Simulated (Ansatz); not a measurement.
Born–Oppenheimer molecular dynamics of a periodic cell of 12 atoms, TiO2 (start crystal TiO2, start structure I4/m, volume 1.15 times the crystal's). It goes on from the last frame of an earlier run, with new velocities.

These are results of DFT PBE, scalar-relativistic, plane waves, PAW in Ansatz, not measurements. Settings: PAW set soft_1, cutoff 420 eV, k mesh 3x3x2, fermi-dirac smearing 0.24 eV, no spin polarisation.

* ensemble: NVT, Langevin thermostat
* time step: 1.5 fs
* steps asked: 140
* set temperature: 2240 K
* friction: 0.02 /fs
* temperature schedule: 105 steps to 300 K, then 35 steps to 300 K
* seed: 582558

Frames 1.5 fs apart, positions in Å, forces in eV/Å.

Velocities at 90 fs (Å/ps):

```
Ti 7.06 -4.48 0.16
Ti -1.24 3.63 0.50
Ti 3.74 11.23 2.51
Ti 7.04 -5.38 -5.42
O -1.19 15.13 14.14
O 22.44 13.01 7.00
O -6.33 1.66 -4.81
O 14.43 -7.24 -20.87
O -14.83 -6.64 4.19
O 9.38 -8.40 -6.54
O 2.61 -6.04 11.60
O -8.68 3.05 3.85
```

```xyz
12
Lattice="-4.5582 4.5582 1.9776 4.5582 -4.5582 1.9776 4.5582 4.5582 -1.9776" Properties=species:S:1:pos:R:3:forces:R:3 time_fs=90 energy_less_start_eV=-0.001 T=1972
Ti 0.421 2.211 0.065 -0.77 2.90 -0.33
Ti 6.493 0.129 -0.239 1.40 0.64 0.86
Ti -1.572 4.381 1.823 0.99 -0.08 -0.76
Ti 4.636 2.203 2.113 -1.22 -1.60 -1.02
O 1.502 4.556 -0.357 0.79 -0.04 1.10
O 3.414 -2.960 1.619 -2.85 -3.32 0.42
O 4.792 1.230 -0.206 0.50 1.50 0.37
O 1.909 1.279 0.218 0.24 -0.59 -0.45
O 3.093 3.198 2.135 1.29 -0.09 -0.84
O -0.024 2.757 1.785 1.22 1.53 -0.01
O 1.512 7.821 -0.292 -0.51 -0.66 0.55
O 3.515 0.132 1.970 -1.07 -0.19 0.10
12
Lattice="-4.5582 4.5582 1.9776 4.5582 -4.5582 1.9776 4.5582 4.5582 -1.9776" Properties=species:S:1:pos:R:3:forces:R:3 time_fs=91.5 energy_less_start_eV=0.144 T=1943
Ti 0.431 2.204 0.065 -0.30 3.23 -0.26
Ti 6.489 0.134 -0.239 1.46 0.32 0.83
Ti -1.565 4.399 1.827 1.02 -0.40 -0.80
Ti 4.646 2.193 2.105 -1.42 -1.44 -1.05
O 1.500 4.578 -0.334 0.80 0.05 1.03
O 3.446 -2.942 1.634 -3.50 -3.61 0.19
O 4.780 1.234 -0.213 0.66 1.38 0.60
O 1.928 1.268 0.186 0.14 -0.43 -0.31
O 3.072 3.187 2.138 1.30 0.12 -0.92
O -0.011 2.744 1.774 1.28 1.64 0.16
O 1.514 7.809 -0.276 -0.49 -0.63 0.55
O 3.503 0.136 1.974 -0.96 -0.23 -0.02
12
Lattice="-4.5582 4.5582 1.9776 4.5582 -4.5582 1.9776 4.5582 4.5582 -1.9776" Properties=species:S:1:pos:R:3:forces:R:3 time_fs=93 energy_less_start_eV=0.285 T=1731
Ti 0.439 2.197 0.065 0.20 3.49 -0.18
Ti 6.483 0.138 -0.240 1.53 0.01 0.74
Ti -1.557 4.415 1.833 1.10 -0.80 -0.85
Ti 4.653 2.184 2.098 -1.58 -1.32 -1.11
O 1.498 4.600 -0.308 0.81 0.11 0.99
O 3.471 -2.930 1.650 -4.06 -3.83 -0.04
O 4.772 1.242 -0.217 0.76 1.23 0.85
O 1.946 1.253 0.157 -0.09 -0.15 -0.18
O 3.050 3.176 2.138 1.26 0.36 -0.97
O 0.000 2.732 1.764 1.33 1.72 0.34
O 1.512 7.793 -0.260 -0.39 -0.51 0.54
O 3.492 0.142 1.978 -0.86 -0.29 -0.13
12
Lattice="-4.5582 4.5582 1.9776 4.5582 -4.5582 1.9776 4.5582 4.5582 -1.9776" Properties=species:S:1:pos:R:3:forces:R:3 time_fs=94.5 energy_less_start_eV=0.392 T=1487
Ti 0.446 2.192 0.062 0.54 3.63 -0.11
Ti 6.478 0.141 -0.240 1.61 -0.26 0.61
Ti -1.548 4.430 1.838 1.28 -1.26 -0.91
Ti 4.660 2.174 2.091 -1.79 -1.29 -1.14
O 1.497 4.622 -0.281 0.80 0.14 0.97
O 3.489 -2.925 1.664 -4.37 -3.92 -0.18
O 4.764 1.250 -0.221 0.82 1.08 1.10
O 1.963 1.237 0.133 -0.49 0.25 -0.07
O 3.026 3.167 2.137 1.21 0.57 -1.00
O 0.012 2.725 1.757 1.36 1.73 0.44
O 1.505 7.773 -0.245 -0.17 -0.30 0.51
O 3.482 0.148 1.982 -0.78 -0.38 -0.23
12
Lattice="-4.5582 4.5582 1.9776 4.5582 -4.5582 1.9776 4.5582 4.5582 -1.9776" Properties=species:S:1:pos:R:3:forces:R:3 time_fs=96 energy_less_start_eV=0.457 T=1426
Ti 0.454 2.186 0.060 0.71 3.70 -0.05
Ti 6.475 0.146 -0.240 1.67 -0.47 0.46
Ti -1.538 4.442 1.843 1.53 -1.73 -0.97
Ti 4.666 2.164 2.084 -2.01 -1.35 -1.14
O 1.496 4.643 -0.250 0.79 0.14 0.95
O 3.502 -2.925 1.676 -4.49 -3.92 -0.26
O 4.756 1.256 -0.220 0.85 0.95 1.33
O 1.979 1.222 0.109 -0.94 0.69 0.05
O 3.008 3.161 2.137 1.12 0.76 -1.03
O 0.024 2.722 1.752 1.37 1.71 0.51
O 1.495 7.751 -0.230 0.13 -0.01 0.47
O 3.476 0.153 1.986 -0.74 -0.48 -0.32
12
Lattice="-4.5582 4.5582 1.9776 4.5582 -4.5582 1.9776 4.5582 4.5582 -1.9776" Properties=species:S:1:pos:R:3:forces:R:3 time_fs=97.5 energy_less_start_eV=0.499 T=1403
Ti 0.463 2.182 0.060 0.82 3.75 -0.01
Ti 6.474 0.151 -0.239 1.71 -0.63 0.29
Ti -1.527 4.452 1.849 1.85 -2.25 -1.01
Ti 4.670 2.152 2.075 -2.16 -1.41 -1.09
O 1.497 4.662 -0.216 0.80 0.12 0.92
O 3.515 -2.928 1.687 -4.54 -3.90 -0.33
O 4.752 1.262 -0.217 0.86 0.85 1.53
O 1.992 1.206 0.086 -1.46 1.21 0.16
O 2.996 3.158 2.138 1.01 0.90 -1.04
O 0.035 2.726 1.747 1.39 1.65 0.58
O 1.489 7.727 -0.215 0.39 0.25 0.41
O 3.471 0.159 1.989 -0.68 -0.55 -0.41
12
Lattice="-4.5582 4.5582 1.9776 4.5582 -4.5582 1.9776 4.5582 4.5582 -1.9776" Properties=species:S:1:pos:R:3:forces:R:3 time_fs=99 energy_less_start_eV=0.505 T=1090
Ti 0.471 2.179 0.061 0.80 3.70 -0.02
Ti 6.473 0.155 -0.239 1.77 -0.73 0.17
Ti -1.514 4.462 1.855 2.16 -2.73 -1.02
Ti 4.671 2.138 2.065 -2.25 -1.41 -1.03
O 1.501 4.676 -0.187 0.78 0.09 0.89
O 3.524 -2.932 1.697 -4.44 -3.80 -0.36
O 4.748 1.266 -0.211 0.84 0.77 1.65
O 2.002 1.190 0.065 -1.95 1.70 0.26
O 2.989 3.159 2.141 0.93 0.98 -1.05
O 0.045 2.732 1.742 1.39 1.59 0.66
O 1.484 7.705 -0.198 0.59 0.46 0.36
O 3.466 0.164 1.992 -0.61 -0.61 -0.50
12
Lattice="-4.5582 4.5582 1.9776 4.5582 -4.5582 1.9776 4.5582 4.5582 -1.9776" Properties=species:S:1:pos:R:3:forces:R:3 time_fs=100.5 energy_less_start_eV=0.454 T=1043
Ti 0.478 2.180 0.062 0.58 3.54 -0.09
Ti 6.473 0.159 -0.238 1.87 -0.79 0.10
Ti -1.502 4.470 1.861 2.35 -3.05 -0.99
Ti 4.671 2.124 2.056 -2.32 -1.36 -0.94
O 1.506 4.686 -0.161 0.73 0.06 0.86
O 3.527 -2.940 1.706 -4.15 -3.63 -0.33
O 4.743 1.270 -0.200 0.83 0.70 1.69
O 2.007 1.177 0.046 -2.33 2.05 0.33
O 2.984 3.160 2.147 0.87 1.01 -1.08
O 0.060 2.735 1.739 1.35 1.55 0.72
O 1.479 7.687 -0.180 0.74 0.60 0.32
O 3.461 0.168 1.997 -0.53 -0.67 -0.58
12
Lattice="-4.5582 4.5582 1.9776 4.5582 -4.5582 1.9776 4.5582 4.5582 -1.9776" Properties=species:S:1:pos:R:3:forces:R:3 time_fs=102 energy_less_start_eV=0.350 T=1307
Ti 0.486 2.183 0.061 0.21 3.27 -0.19
Ti 6.475 0.162 -0.237 1.97 -0.82 0.08
Ti -1.489 4.478 1.866 2.47 -3.31 -0.93
Ti 4.670 2.110 2.048 -2.30 -1.21 -0.84
O 1.512 4.692 -0.135 0.64 0.03 0.80
O 3.524 -2.950 1.716 -3.67 -3.38 -0.26
O 4.734 1.275 -0.185 0.85 0.61 1.68
O 2.011 1.167 0.026 -2.69 2.36 0.39
O 2.979 3.160 2.156 0.85 1.02 -1.12
O 0.081 2.737 1.739 1.29 1.51 0.76
O 1.476 7.672 -0.160 0.79 0.65 0.28
O 3.454 0.170 2.003 -0.42 -0.71 -0.65
12
Lattice="-4.5582 4.5582 1.9776 4.5582 -4.5582 1.9776 4.5582 4.5582 -1.9776" Properties=species:S:1:pos:R:3:forces:R:3 time_fs=103.5 energy_less_start_eV=0.188 T=1369
Ti 0.492 2.186 0.059 -0.29 2.94 -0.26
Ti 6.479 0.165 -0.236 2.07 -0.82 0.12
Ti -1.476 4.484 1.872 2.48 -3.45 -0.85
Ti 4.665 2.094 2.041 -2.20 -0.99 -0.75
O 1.522 4.697 -0.107 0.52 0.01 0.68
O 3.513 -2.963 1.728 -3.01 -3.03 -0.15
O 4.727 1.282 -0.173 0.83 0.51 1.68
O 2.011 1.158 0.007 -2.96 2.55 0.42
O 2.970 3.161 2.165 0.87 0.98 -1.15
O 0.105 2.742 1.742 1.19 1.43 0.72
O 1.473 7.658 -0.138 0.78 0.65 0.24
O 3.448 0.172 2.006 -0.29 -0.76 -0.71
12
Lattice="-4.5582 4.5582 1.9776 4.5582 -4.5582 1.9776 4.5582 4.5582 -1.9776" Properties=species:S:1:pos:R:3:forces:R:3 time_fs=105 energy_less_start_eV=-0.009 T=1519
Ti 0.495 2.190 0.056 -0.78 2.57 -0.29
Ti 6.482 0.168 -0.236 2.19 -0.84 0.23
Ti -1.460 4.489 1.879 2.30 -3.41 -0.75
Ti 4.660 2.079 2.033 -2.02 -0.68 -0.65
O 1.532 4.699 -0.079 0.38 -0.01 0.49
O 3.498 -2.981 1.741 -2.27 -2.63 -0.04
O 4.719 1.290 -0.159 0.78 0.41 1.64
O 2.011 1.153 -0.011 -3.10 2.58 0.43
O 2.960 3.163 2.172 0.94 0.90 -1.17
O 0.129 2.751 1.750 1.07 1.33 0.63
O 1.471 7.646 -0.114 0.68 0.58 0.21
O 3.443 0.171 2.005 -0.17 -0.79 -0.73
12
Lattice="-4.5582 4.5582 1.9776 4.5582 -4.5582 1.9776 4.5582 4.5582 -1.9776" Properties=species:S:1:pos:R:3:forces:R:3 time_fs=106.5 energy_less_start_eV=-0.216 T=1742
Ti 0.498 2.197 0.052 -1.26 2.12 -0.29
Ti 6.486 0.172 -0.234 2.29 -0.84 0.42
Ti -1.442 4.492 1.887 2.00 -3.23 -0.65
Ti 4.654 2.063 2.025 -1.80 -0.32 -0.54
O 1.542 4.702 -0.052 0.22 -0.03 0.24
O 3.478 -3.000 1.754 -1.45 -2.16 0.09
O 4.711 1.302 -0.140 0.74 0.28 1.53
O 2.012 1.151 -0.028 -3.19 2.53 0.45
O 2.950 3.164 2.177 1.03 0.80 -1.18
O 0.153 2.764 1.761 0.92 1.20 0.49
O 1.470 7.636 -0.091 0.54 0.48 0.17
O 3.438 0.168 2.008 -0.03 -0.82 -0.74
```

Of the whole run (210 fs, mean temperature of the second half 1026 K): The schedule's set-point averaged 464 K over the second half and the system 1026 K, so it lags behind the ramp. A run of 0.21 ps of so small a system gives no equilibrium averages. Limits of this set-up: coarse k mesh.

The run took 25 min on 1 thread of Arm Neoverse V1, with other jobs on the host, peak memory 0.47 GiB.
